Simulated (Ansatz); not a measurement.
How an unstable Be structure lowers its energy

These are results of Ansatz, DFT PBE, scalar-relativistic, plane waves, PAW, not measurements. Settings: cutoff 420 eV, Γ-centred meshes no coarser than 0.19 Å⁻¹ for metals and 0.3 Å⁻¹ for insulators (2π included), Gaussian smearing.

The start was the S type (R-3, No. 148), relaxed within its symmetry. A cell of 6 atoms (1 times the primitive one) was then disturbed at random, relaxed without symmetry and relaxed once more on a fine mesh. For metals, differences of a few meV/atom aren't resolved.

Before:

```cif
data_structure
_symmetry_space_group_name_H-M 'R-3:H'
_symmetry_Int_Tables_number 148
_cell_length_a 9.2193
_cell_length_b 9.2193
_cell_length_c 2.1358
_cell_angle_alpha 90.000
_cell_angle_beta 90.000
_cell_angle_gamma 120.000
_cell_volume 157.21
loop_
_atom_site_label
_atom_site_type_symbol
_atom_site_symmetry_multiplicity
_atom_site_Wyckoff_symbol
_atom_site_fract_x
_atom_site_fract_y
_atom_site_fract_z
_atom_site_occupancy
Be1 Be 18 f 0.85415 0.56646 0.54568 1
```

After:

```
Be
1.0
     4.97226   -1.09871    0.00000
     4.97226    1.09871    0.00000
    -2.38707    0.00000    4.74413
Be
6
Direct
  0.97219 0.97219 0.27832
  0.61905 0.61905 0.12069
  0.67921 0.67921 0.57957
  0.02781 0.02781 0.72168
  0.38095 0.38095 0.87931
  0.32079 0.32079 0.42043
```

Question: Is this a distortion of the same structure or a reconstruction, and what lowers the energy?

Answer: A reconstruction, from R-3 (No. 148) to C2/m (No. 12). Each Be has on average 10.7 Be contacts in place of 12, shorter on average (2.28 → 2.22 Å).

Question: What does it gain?

Answer: 25 meV/atom, with the volume going from 8.73 to 8.64 Å³/atom.

This form isn't the element's structure at ambient conditions.